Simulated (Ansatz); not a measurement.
This is a single-point calculation with Ansatz 0.2.0 on a 2-atom cell of GaAs started from a crystallographic database; the level of theory is PBE. The cell was relaxed with r2SCAN and then strained (epitaxial +1.37 % in the xy plane, free normal strain -1.17 %), with the atoms relaxed again with r2SCAN; k points keep the names of the unstrained zone.

```yaml
crystal:
  lattice:
    - [0.0, 2.8718964307, 2.8000073757]
    - [2.8718964307, 0.0, 2.8000073757]
    - [2.8718964307, 2.8718964307, 0.0]
  atoms:
    - { symbol: Ga, position: [0.0, 0.0, 0.0] }
    - { symbol: As, position: [0.25, 0.25, 0.25] }
kpoints:
  mp_grid: { grid: [8, 8, 8] }
  band_path:
    path:
      - [0.0, 0.0, 0.0]
      - [-0.5, -0.5, 0.0]
      - [-0.375, -0.375, 0.25]
      - [-0.375, 0.0, 0.375]
      - [0.0, 0.0, 0.5]
      - [-0.5, -0.25, 0.25]
    npoints: 1
hamiltonian:
  xc: pbe
scf:
  occupations: { method: fermi_dirac, width: 0.02 }
  n_extra_bands: 4
output:
  forces: true
  stress: true
  eigenvalues: true
```

The output follows, shortened, with numbered blanks.
```
scf.n_extra_bands = 4 over 14 filled bands (N_el = 28.0): the run solves 18 bands
Pseudopotential: Ga, paw, valence charge 13, recommended cutoff 420 eV (normal)
Pseudopotential: As, paw, valence charge 15, recommended cutoff 420 eV (normal)
Functional definition: PBE
Crystal: 2 atoms, lattice volume = 46.188 Å³
[1]
Symmetry: 8 space group operations
Space group: I-4m2 (ITA 119)
k-points: 59 of 512 (time reversal used)
SCF 1 converged in 6 iterations: F = -8639.845980 eV  dr2 = 1.28e-8
SCF converged after 6 iterations
Free energy (F): -8639.845980 eV
Fermi energy:    8.106171 eV
--- Stress (GPa, compression-positive) ---
[2]
--- Band table (eV; the first three rows and the last of 59) ---
  k-point 0: bands = […, -6.7881, -6.7836, -4.6826, 7.8413, 7.8413, 7.9786, 8.2337, 11.5786, 11.6468, 11.6468]
  k-point 1: bands = […, -6.7884, -6.7836, -4.5059, 5.9114, 7.6040, 7.7164, 9.3713, 11.8985, 11.9777, 12.0890]
  k-point 2: bands = […, -6.7883, -6.7828, -4.0130, 3.7945, 7.1561, 7.3076, 9.2633, 12.4451, 12.4861, 13.7447]
  k-point 58: bands = […, -6.8135, -6.7708, -2.2190, 1.2778, 5.1815, 5.1815, 9.3009, 9.4061, 17.8912, 17.8912]
```

Q: Give the withheld lines. They hold the stress, cutoff and plane waves at Γ.

A:
```
[1]
Basis set: ecut = 420 eV, 925 PW (Γ)
[2]
        1.187946       0.000000       0.000000
        0.000000       1.187946       0.000000
        0.000000       0.000000       2.607896
  P = ⅓ Tr σ = 1.6613 GPa (16.613 kbar)
```

bands.tsv, columns around the gap (it counts bands from 0):
```tsv
# k_distance	band_9	band_10	band_11	band_12	band_13	band_14	band_15	band_16	band_17
# fermi_ev = 8.106171
# [0, 0, 0] at k_distance = 0.000000
# [-0.5, -0.5, 0] at k_distance = 1.121994
# [-0.375, -0.375, 0.25] at k_distance = 1.508750
# [-0.375, 0, 0.375] at k_distance = 2.181526
# [0, 0, 0.5] at k_distance = 2.854303
# [-0.5, -0.25, 0.25] at k_distance = 3.637806
# levels_relative_to = fermi_ev
0.000	-14.890	-12.789	-0.265	-0.265	-0.128	0.128	3.472	3.541	3.541
1.122	-14.877	-10.325	-6.828	-2.925	-2.925	1.195	1.300	9.785	9.785
1.509	-14.883	-10.391	-6.684	-3.953	-2.519	1.629	4.182	7.628	7.738
2.182	-14.887	-10.436	-6.778	-3.960	-2.351	1.829	4.468	7.587	7.666
2.854	-14.885	-11.093	-6.732	-1.424	-1.227	0.713	4.335	4.514	7.522
3.638	-14.886	-10.321	-6.734	-3.644	-3.450	4.199	4.401	5.035	5.736
```
In order the rows are Γ, X, U, K, L, W.

With PBE the gap is 0.26 eV and direct, at Γ. Edges are sought over the mesh and the listed points. The mean pressure at these positions is +1.66 GPa, compression counted positive.

Run as `ansatz run input.yaml --threads 4 --pin off --max-ram 5529MiB --backend cpu --events-out ev --progress --plain --runs-dir out`. Wall time 1.8 s on 4 threads of Arm Neoverse V1 (shared host); peak host memory 0.38 GiB.

The values are computed, spin-unpolarised, and not measurements.

The runs are scalar-relativistic, without spin-orbit coupling.
